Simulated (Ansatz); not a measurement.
# LiF (Griceite) in Ansatz: the effect of functional

The system is LiF (Griceite).

```
CELL_PARAMETERS angstrom
0.00000 2.05350 2.05350
2.05350 0.00000 2.05350
2.05350 2.05350 0.00000
ATOMIC_POSITIONS crystal
F 0.50000 0.50000 0.50000
Li 0.00000 0.00000 0.00000
```

The cell isn't the ideal one: volume scaled by 1.06.

Alike in all runs:

* Program: Ansatz 0.2.0
* Task: single point
* Potentials or basis: Ansatz PAW
* k mesh: 11 × 11 × 11
* Occupations: fermi-dirac, width 0.05 eV
* Spin: no spin polarisation

```tsv
functional	cutoff	gap on the mesh (eV)	pressure (GPa)
LDA	420 eV (not typed: the program's choice for these potentials)	8.34	-9.4
PBEsol	420 eV (not typed: the program's choice for these potentials)	?	?
r2SCAN	500 eV (not typed: the program's choice for these potentials)	9.54	-5.6
```

Task: What does the run with functional PBEsol give?

Result: gap on the mesh 8.42 eV; pressure -4.5 GPa.

Caveats: odd divisions of the mesh miss points on the zone boundary, where band edges often lie, so the gap on the mesh can be too wide; the PAW data sets come from PBE, with cores solved anew for the run's functional, which leaves a small shift of forces and pressure.

A k mesh can miss the band edges.

Runs at the PBE level aren't shown here.
